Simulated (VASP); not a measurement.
# ZnS (Wurtzite-2H) (P6_3mc) in VASP: further runs

The runs below take ZnS (Wurtzite-2H) through single point, with PBE.

All numbers are computed with VASP 6.6.1; they aren't measurements. Logs are shortened: lines on timing, memory, paths and dates and some standing lists are left out, and cuts for length are marked.

**Experimental background.**

From a printed reference work, monograph, for a bulk crystal of ZnS at 4 K: band gap 3.911 eV (direct).

The runs below are set against these values where they give the same quantity.

## Step 1: The cell of the first run

The structure is hexagonal, space group P6_3mc (No. 186). The conventional cell has a = 3.861 Å, b = 3.861 Å, c = 6.316 Å, α = 90.00°, β = 90.00°, γ = 120.00°. Within 3.1 Å of Zn (site symmetry 3m) lie 4 S at 2.34 to 2.43 Å. Within 3.1 Å of S (site symmetry 3m) lie 4 Zn at 2.34 to 2.43 Å.

## Step 2: Single point, PBE

The input, INCAR:

```
SYSTEM = ZnS
  PREC = Accurate
  ENCUT = 520
  EDIFF = 1E-6
  ISMEAR = 0
  SIGMA = 0.01
  LREAL = .FALSE.
  LASPH = .TRUE.
  NELM = 80
  ALGO = Normal
  ISIF = 2
  LWAVE = .FALSE.
  LCHARG = .FALSE.
  GGA = PE
  NBANDS = 26
```

The input, KPOINTS:

```
Automatic mesh
0
G
  6 6 4
  0 0 0
```

The input, POSCAR:

```
ZnS
1.0
    3.8611504880      0.0000000000      0.0000000000
   -1.9305752440      3.3438545990      0.0000000000
    0.0000000000      0.0000000000      6.3160357234
Zn S
2 2
Direct
    0.3333333333      0.6666666667      0.0000000000
    0.6666666667      0.3333333333      0.5000000000
    0.3333333333      0.6666666667      0.3850000000
    0.6666666667      0.3333333333      0.8850000000
```

Potentials or basis: VASP PAW PBE potentials, release 64 (Zn, S).

The run is started by

```console
cat potpaw_PBE.64/Zn/POTCAR potpaw_PBE.64/S/POTCAR > POTCAR
mpirun -np 1 vasp_std > vasp.out
```

OUTCAR:

```text
SYSTEM = ZnS
   PREC = Accurate
   ENCUT = 520
   EDIFF = 1E-6
   ISMEAR = 0
   LREAL = .FALSE.
   LASPH = .TRUE.
   NELM = 80
   ISIF = 2
   GGA = PE

 ion  position               nearest neighbor table
   1  0.333  0.667  0.000-   4 2.34   4 2.34   4 2.34   3 2.43
   2  0.667  0.333  0.500-   3 2.34   3 2.34   3 2.34   4 2.43
   3  0.333  0.667  0.385-   2 2.34   2 2.34   2 2.34   1 2.43
   4  0.667  0.333  0.885-   1 2.34   1 2.34   1 2.34   2 2.43

  LATTYP: Found a hexagonal cell.
 ALAT       =     3.8611504880
 C/A-ratio  =     1.6357911309

  Lattice vectors:

 A1 = (   3.8611504880,   0.0000000000,   0.0000000000)
 A2 = (  -1.9305752440,   3.3438545990,   0.0000000000)
 A3 = (   0.0000000000,   0.0000000000,   6.3160357234)

Analysis of symmetry for initial positions (statically):
=====================================================================
 Subroutine PRICEL returns:
 Original cell was already a primitive cell.

 Routine SETGRP: Setting up the symmetry group for a
 hexagonal supercell.

 Subroutine GETGRP returns: Found 12 space group operations
 (whereof  6 operations were pure point group operations)
 out of a pool of 24 trial point group operations.

The static configuration has the point symmetry C_3v.
 The point group associated with its full space group is C_6v.

Analysis of symmetry for dynamics (positions and initial velocities):
=====================================================================
 Subroutine PRICEL returns:
 Original cell was already a primitive cell.

 Routine SETGRP: Setting up the symmetry group for a
 hexagonal supercell.

 Subroutine GETGRP returns: Found 12 space group operations
 (whereof  6 operations were pure point group operations)
 out of a pool of 24 trial point group operations.

The dynamic configuration has the point symmetry C_3v.
 The point group associated with its full space group is C_6v.

 Subroutine INISYM returns: Found 12 space group operations
 (whereof  6 operations are pure point group operations),
 and found     1 'primitive' translations

----------------------------------------------------------------------------------------

                                     Primitive cell

  volume of cell :      81.5471

  direct lattice vectors                    reciprocal lattice vectors
     3.861150488  0.000000000  0.000000000     0.258990164  0.149528033  0.000000000
    -1.930575244  3.343854599  0.000000000     0.000000000  0.299056066  0.000000000
     0.000000000  0.000000000  6.316035723     0.000000000  0.000000000  0.158327160

  length of vectors
     3.861150488  3.861150651  6.316035723     0.299056078  0.299056066  0.158327160

  position of ions in fractional coordinates (direct lattice)
     0.333333333  0.666666667  0.000000000
     0.666666667  0.333333333  0.500000000
     0.333333333  0.666666667  0.385000000
     0.666666667  0.333333333  0.885000000

  ion indices of the primitive-cell ions
   primitive index   ion index
                 1           1
                 2           2
                 3           3
                 4           4

----------------------------------------------------------------------------------------

 KPOINTS: Automatic mesh

Automatic generation of k-mesh.
 Grid dimensions read from file:
 generate k-points for:    6    6    4

 Generating k-lattice:

  Cartesian coordinates                     Fractional coordinates (reciprocal lattice)
     0.043165027  0.024921339  0.000000000     0.166666667 -0.000000000  0.000000000
     0.000000000  0.049842678  0.000000000     0.000000000  0.166666667  0.000000000
     0.000000000  0.000000000  0.039581790     0.000000000  0.000000000  0.250000000

  Length of vectors
     0.049842680  0.049842678  0.039581790

  Shift w.r.t. Gamma in fractional coordinates (k-lattice)
     0.000000000  0.000000000  0.000000000

 Subroutine IBZKPT returns following result:
 ===========================================

 Found     21 irreducible k-points:

 Following reciprocal coordinates:
            Coordinates               Weight
  0.000000  0.000000  0.000000      1.000000
  0.166667  0.000000  0.000000      6.000000
  0.333333 -0.000000  0.000000      6.000000
  0.500000  0.000000  0.000000      3.000000
  0.166667  0.166667  0.000000      6.000000
  0.333333  0.166667  0.000000     12.000000
[... 13 lines left out ...]
  0.333333  0.166667  0.500000     12.000000
  0.333333  0.333333  0.500000      2.000000
   k-points           NKPTS =     21   k-points in BZ     NKDIM =     21   number of bands    NBANDS=     26
   number of dos      NEDOS =    301   number of ions     NIONS =      4
   total plane-waves  NPLWV =  43200
   dimension x,y,z NGX =    30 NGY =   30 NGZ =   48
   dimension x,y,z NGXF=    60 NGYF=   60 NGZF=   96
   ions per type =               2   2
   NGX,Y,Z   is equivalent  to a cutoff of  12.92, 12.92, 12.63 a.u.
   NGXF,Y,Z  is equivalent  to a cutoff of  25.83, 25.83, 25.27 a.u.
 SYSTEM =  ZnS
   PREC   = accura    normal or accurate (medium, high low for compatibility)
   ISTART =      0    job   : 0-new  1-cont  2-samecut
   ICHARG =      2    charge: 1-file 2-atom 10-const
   ISPIN  =      1    spin polarized calculation?
   LNONCOLLINEAR =      F non collinear calculations
   LSORBIT =      F    spin-orbit coupling
   LASPH  =      T    aspherical Exc in radial PAW
   ENCUT  =  520.0 eV  38.22 Ry    6.18 a.u.   7.18  7.18 11.74*2*pi/ulx,y,z
   NELM   =     80;   NELMIN=  2; NELMDL= -5     # of ELM steps
   EDIFF  = 0.1E-05   stopping-criterion for ELM
   LREAL  =      F    real-space projection
   EDIFFG = 0.1E-04   stopping-criterion for IOM
   NSW    =      0    number of steps for IOM
   IBRION =     -1    ionic relax: 0-MD 1-quasi-New 2-CG
   NFREE  =      0    steps in history (QN), initial steepest desc. (CG)
   ISIF   =      2    stress and relaxation
   ISYM   =      2    0-nonsym 1-usesym 2-fastsym
   POTIM  = 0.5000    time-step for ionic-motion
   TEBEG  =    0.0;   TEEND  =   0.0 temperature during run
   PSTRESS=    0.0 pullay stress
   NELECT =      36.0000    total number of electrons
   NUPDOWN=      -1.0000    fix difference up-down
   EMIN   =  10.00;   EMAX   =-10.00  energy-range for DOS
   EFERMI =   0.00;   METHOD = LEGACY
   ISMEAR =     0;   SIGMA  =   0.01  broadening in eV -4-tet -1-fermi 0-gaus
   EFERMI_NEDOS =   21; number of points for ismear=-14 and -15
   IALGO  =     38    algorithm
   IMIX   =      4    mixing-type and parameters
     AMIX     =   0.40;   BMIX     =  1.00
     AMIX_MAG =   1.60;   BMIX_MAG =  1.00
  volume/ion in A,a.u.               =      20.39       137.58
  Fermi-wavevector in a.u.,A,eV,Ry     =   1.246540  2.355618 21.141564  1.553861
  Thomas-Fermi vector in A             =   2.380712
   LORBIT       =      0    0 simple, 1 ext, 2 COOP (PROOUT), +10 PAW based schemes
   GGA     = PE    functional components
   LHFCALC =     F    Hartree Fock is set to
   AEXX    =    0.0000 exact exchange contribution
   IVDW    =     0    specifies the selected vdW correction
   LEPSILON=     F    determine dielectric tensor
   LRPA    =     F    only Hartree local field effects (RPA)
 non-spin polarized calculation
 Gauss-broadening in eV      SIGMA  =   0.01
  energy-cutoff  :      520.00
  volume of cell :       81.55
 maximum number of plane-waves:      2208
 NGX is ok and might be reduce to    30
   NGX = 15   NGY = 15   NGZ = 23

 number of electron      36.0000027 magnetization

 Free energy of the ion-electron system (eV)
  ---------------------------------------------------
  ext. energy  EPLUGINS =         0.00000000
  ---------------------------------------------------
  free energy    TOTEN  =       -13.67132300 eV

  energy without entropy =      -13.67132300  energy(sigma->0) =      -13.67132300

 E-fermi :   1.9183     XC(G=0):  -9.4670

 val. band max:        1.8118798313   @ k =   0.0000   0.0000   0.0000
 cond. band min:       3.8790323551   @ k =   0.0000   0.0000   0.0000
 fundamental gap:      2.0671525238
 Fermi energy:         1.9183264302

 k-point     1 :       0.0000    0.0000    0.0000
  band No.  band energies     occupation
      1     -11.1208      2.00000
      2     -10.2678      2.00000
      3      -4.4153      2.00000
      4      -4.4153      2.00000
      5      -4.3553      2.00000
      6      -4.3553      2.00000
[... 18 lines left out ...]
     25       9.4056      0.00000
     26      10.9104      0.00000

 k-point     2 :       0.1667    0.0000    0.0000
  band No.  band energies     occupation
      1     -10.9481      2.00000
      2     -10.1717      2.00000
      3      -4.4215      2.00000
      4      -4.3764      2.00000
      5      -4.3414      2.00000
      6      -4.3052      2.00000
[... 18 lines left out ...]
     25      10.0411      0.00000
     26      10.1995      0.00000

 k-point     3 :       0.3333   -0.0000    0.0000
  band No.  band energies     occupation
      1     -10.5359      2.00000
      2      -9.9983      2.00000
      3      -4.3929      2.00000
      4      -4.3107      2.00000
      5      -4.2844      2.00000
      6      -4.1945      2.00000
[... 18 lines left out ...]
     25      10.4204      0.00000
     26      11.2989      0.00000

 k-point     4 :       0.5000    0.0000    0.0000
  band No.  band energies     occupation
      1     -10.2542      2.00000
      2      -9.9583      2.00000
      3      -4.3706      2.00000
      4      -4.2870      2.00000
      5      -4.1616      2.00000
      6      -4.1385      2.00000
[... 18 lines left out ...]
     25      10.7719      0.00000
     26      12.9904      0.00000

 k-point     5 :       0.1667    0.1667    0.0000
  band No.  band energies     occupation
      1     -10.6522      2.00000
      2     -10.0364      2.00000
      3      -4.3773      2.00000
      4      -4.3458      2.00000
      5      -4.2725      2.00000
      6      -4.2720      2.00000
[... 18 lines left out ...]
     25      10.5344      0.00000
     26      10.6067      0.00000

 k-point     6 :       0.3333    0.1667    0.0000
  band No.  band energies     occupation
      1     -10.2667      2.00000
      2      -9.9523      2.00000
      3      -4.3456      2.00000
      4      -4.2767      2.00000
      5      -4.1543      2.00000
      6      -4.1419      2.00000
[... 340 lines left out ...]
 k-point    18 :       0.5000    0.0000    0.5000
  band No.  band energies     occupation
      1     -10.0979      2.00000
      2     -10.0979      2.00000
      3      -4.3608      2.00000
      4      -4.3608      2.00000
      5      -4.2129      2.00000
      6      -4.2129      2.00000
[... 18 lines left out ...]
     25      10.9098      0.00000
     26      10.9098      0.00000

 k-point    19 :       0.1667    0.1667    0.5000
  band No.  band energies     occupation
      1     -10.3553      2.00000
      2     -10.3553      2.00000
      3      -4.3615      2.00000
      4      -4.3615      2.00000
      5      -4.2911      2.00000
      6      -4.2911      2.00000
[... 18 lines left out ...]
     25      10.2301      0.00000
     26      10.2301      0.00000

 k-point    20 :       0.3333    0.1667    0.5000
  band No.  band energies     occupation
      1     -10.1020      2.00000
      2     -10.1020      2.00000
      3      -4.3100      2.00000
      4      -4.3100      2.00000
      5      -4.2148      2.00000
      6      -4.2148      2.00000
[... 18 lines left out ...]
     25      10.8106      0.00000
     26      10.8106      0.00000

 k-point    21 :       0.3333    0.3333    0.5000
  band No.  band energies     occupation
      1     -10.0154      2.00000
      2     -10.0154      2.00000
      3      -4.2324      2.00000
      4      -4.2324      2.00000
      5      -4.2303      2.00000
      6      -4.2303      2.00000
[... 18 lines left out ...]
     25      11.5551      0.00000
     26      11.5551      0.00000

------------------------ aborting loop because EDIFF is reached ----------------------------------------

  FORCE on cell =-STRESS in cart. coord.  units (eV):
  Direction    XX          YY          ZZ          XY          YZ          ZX
  --------------------------------------------------------------------------------------
  -------------------------------------------------------------------------------------
  Total        0.0688660      0.0688660     -0.7114586      0.0000000     -0.0000000      0.0000000
  in kB        1.3530269      1.3530271    -13.9782081      0.0000000     -0.0000000      0.0000000
  external PRESSURE =      -3.7573847 kB  Pullay stress =       0.0000000 kB

 VOLUME and BASIS-vectors are now :
 -----------------------------------------------------------------------------
  energy-cutoff  :      520.00
  volume of cell :       81.55
      direct lattice vectors                 reciprocal lattice vectors
     3.861150488  0.000000000  0.000000000     0.258990164  0.149528033  0.000000000
    -1.930575244  3.343854599  0.000000000     0.000000000  0.299056066  0.000000000
     0.000000000  0.000000000  6.316035723     0.000000000  0.000000000  0.158327160

 POSITION                                       TOTAL-FORCE (eV/Angst)
 -----------------------------------------------------------------------------------
     -0.00000      2.22924      0.00000        -0.000000      0.000000      0.278700
      1.93058      1.11462      3.15802         0.000000      0.000000      0.278700
     -0.00000      2.22924      2.43167         0.000000      0.000000     -0.278700
      1.93058      1.11462      5.58969         0.000000     -0.000000     -0.278700
 -----------------------------------------------------------------------------------
    total drift:                               -0.000000     -0.000000      0.000274

  FREE ENERGIE OF THE ION-ELECTRON SYSTEM (eV)
  ---------------------------------------------------
  free  energy   TOTEN  =       -13.6713229950 eV

  energy  without entropy=      -13.6713229950  energy(sigma->0) =      -13.67132300
```

Wall time 26 s (1 thread of Intel Xeon Platinum 8559C (Emerald Rapids), shared host); peak memory 0.21 GiB.

Results:

```yaml
Free_energy: -13.6713 eV
Pressure: -0.4 GPa
Largest_force: 0.279 eV/Å
Band_gap_on_the_k_mesh: 2.07 eV, direct
```

Forces on the atoms (eV/Å):
```
Zn   0.000  0.000  0.279
Zn   0.000  0.000  0.279
S    0.000  0.000 -0.279
S    0.000  0.000 -0.279
```

Stress tensor (GPa, compression positive):
```
 0.14  0.00  0.00
 0.00  0.14  0.00
 0.00  0.00 -1.40
```

Levels at points of the mesh, in eV from the valence-band top:
| k point | band 15 | band 16 | band 17 | band 18 | band 19 | band 20 | band 21 | band 22 |
| --- | --- | --- | --- | --- | --- | --- | --- | --- |
| (0.00, 0.00, 0.00) | -0.81 | -0.02 | -0.02 | 0.00 | 2.07 | 2.92 | 6.32 | 6.32 |
| (0.50, 0.00, 0.00) | -2.98 | -2.12 | -1.46 | -0.93 | 3.64 | 4.16 | 5.21 | 7.15 |
| (0.00, 0.00, 0.50) | -0.43 | -0.43 | -0.43 | -0.43 | 3.39 | 3.39 | 6.73 | 6.73 |
| (0.50, 0.00, 0.50) | -1.57 | -1.57 | -1.45 | -1.45 | 3.60 | 3.60 | 5.16 | 5.16 |

## Step 3: Single point, PBE

This run uses another cell than the first one, of 20.78 Å³/atom, 1.019 times its volume.

The input, INCAR:

```
ALGO     = Normal         # electronic algorithm
EDIFF    = 1E-7           # SCF threshold, eV
ENCUT    = 520            # plane-wave cutoff, eV
GGA      = PE             # functional
ISIF     = 2              # what is computed and relaxed
ISMEAR   = 0              # smearing method
LASPH    = True           # aspherical terms in the spheres
LCHARG   = True           # write CHGCAR
LELF     = True           # ELF
LREAL    = False          # projectors in reciprocal space
LVHAR    = True         
LWAVE    = False          # write WAVECAR
NBANDS   = 26             # bands
NELM     = 100            # most SCF steps
PREC     = Accurate       # precision mode
SIGMA    = 0.01           # smearing width, eV
```

The input, KPOINTS:

```
k-points
0
Gamma
  6 6 4
```

The input, POSCAR:

```
ZnS
1.0
    3.8857444663      0.0000000000      0.0000000000
   -1.9428722331      3.3651536102      0.0000000000
    0.0000000000      0.0000000000      6.3562663350
Zn S
2 2
Direct
    0.3333333333      0.6666666667      0.0000000000
    0.6666666667      0.3333333333      0.5000000000
    0.3333333333      0.6666666667      0.3850000000
    0.6666666667      0.3333333333      0.8850000000
```

Potentials or basis: VASP PAW PBE potentials, release 64 (Zn, S).

The run is started by

```console
cat potpaw_PBE.64/Zn/POTCAR potpaw_PBE.64/S/POTCAR > POTCAR
mpirun -np 1 vasp_std > vasp.out
```

OUTCAR:

```text
EDIFF = 1E-7
   ENCUT = 520
   GGA = PE
   ISIF = 2
   ISMEAR = 0
   LASPH = True
   LREAL = False
   NELM = 100
   PREC = Accurate

 ion  position               nearest neighbor table
   1  0.333  0.667  0.000-   4 2.36   4 2.36   4 2.36   3 2.45
   2  0.667  0.333  0.500-   3 2.36   3 2.36   3 2.36   4 2.45
   3  0.333  0.667  0.385-   2 2.36   2 2.36   2 2.36   1 2.45
   4  0.667  0.333  0.885-   1 2.36   1 2.36   1 2.36   2 2.45

  LATTYP: Found a hexagonal cell.
[... 804 lines left out ...]
  FORCE on cell =-STRESS in cart. coord.  units (eV):
  Direction    XX          YY          ZZ          XY          YZ          ZX
  --------------------------------------------------------------------------------------
  -------------------------------------------------------------------------------------
  Total       -0.6094336     -0.6094337     -1.2786857     -0.0000000     -0.0000000      0.0000000
  in kB      -11.7477791    -11.7477804    -24.6486525     -0.0000000     -0.0000000      0.0000000
  external PRESSURE =     -16.0480707 kB  Pullay stress =       0.0000000 kB

 VOLUME and BASIS-vectors are now :
 -----------------------------------------------------------------------------
  energy-cutoff  :      520.00
  volume of cell :       83.12
      direct lattice vectors                 reciprocal lattice vectors
     3.885744466  0.000000000  0.000000000     0.257350942  0.148581627  0.000000000
    -1.942872233  3.365153610  0.000000000     0.000000000  0.297163255  0.000000000
     0.000000000  0.000000000  6.356266335     0.000000000  0.000000000  0.157325063

 POSITION                                       TOTAL-FORCE (eV/Angst)
 -----------------------------------------------------------------------------------
     -0.00000      2.24344      0.00000        -0.000000      0.000000      0.258295
      1.94287      1.12172      3.17813         0.000000     -0.000000      0.258295
     -0.00000      2.24344      2.44716        -0.000000      0.000000     -0.258295
      1.94287      1.12172      5.62530         0.000000     -0.000000     -0.258295
 -----------------------------------------------------------------------------------
    total drift:                               -0.000000     -0.000000      0.000435

  FREE ENERGIE OF THE ION-ELECTRON SYSTEM (eV)
  ---------------------------------------------------
  free  energy   TOTEN  =       -13.6618309613 eV

  energy  without entropy=      -13.6618309613  energy(sigma->0) =      -13.66183096
```

stdout:

```text
POSCAR found type information on POSCAR ZnS
 POSCAR found :  2 types and       4 ions
 scaLAPACK will be used
 LDA part: xc-table for (Slater+PW92), standard interpolation
 POSCAR, INCAR and KPOINTS ok, starting setup
 FFT: planning ... GRIDC
 FFT: planning ... GRID_SOFT
 FFT: planning ... GRID
 WAVECAR not read
 entering main loop
```

Wall time 28 s (1 thread of Intel Xeon Platinum 8559C (Emerald Rapids), shared host); peak memory 0.21 GiB.

What came out:

| Property | Result |
| --- | --- |
| Free energy | -13.6618 eV |
| Pressure | -1.6 GPa |
| Largest force | 0.258 eV/Å |
| Band gap on the k mesh | 1.98 eV, direct |

Forces on the atoms (eV/Å):
```
Zn   0.000  0.000  0.258
Zn   0.000  0.000  0.258
S    0.000  0.000 -0.258
S    0.000  0.000 -0.258
```

## Step 4: Against experiment

Step 2. A measured gap of ZnS is 3.911 eV (direct; 4 K; a printed reference work, monograph); the calculated 2.07 eV misses it by -1.84 eV. The value is that of PBE, without temperature or zero-point motion. Semilocal functionals fall short of measured gaps as a rule.

Step 3. A measured gap of ZnS is 3.911 eV (direct; 4 K; a printed reference work, monograph); the calculated 1.98 eV misses it by -1.93 eV. The value is that of PBE, without temperature or zero-point motion. Semilocal functionals fall short of measured gaps as a rule.
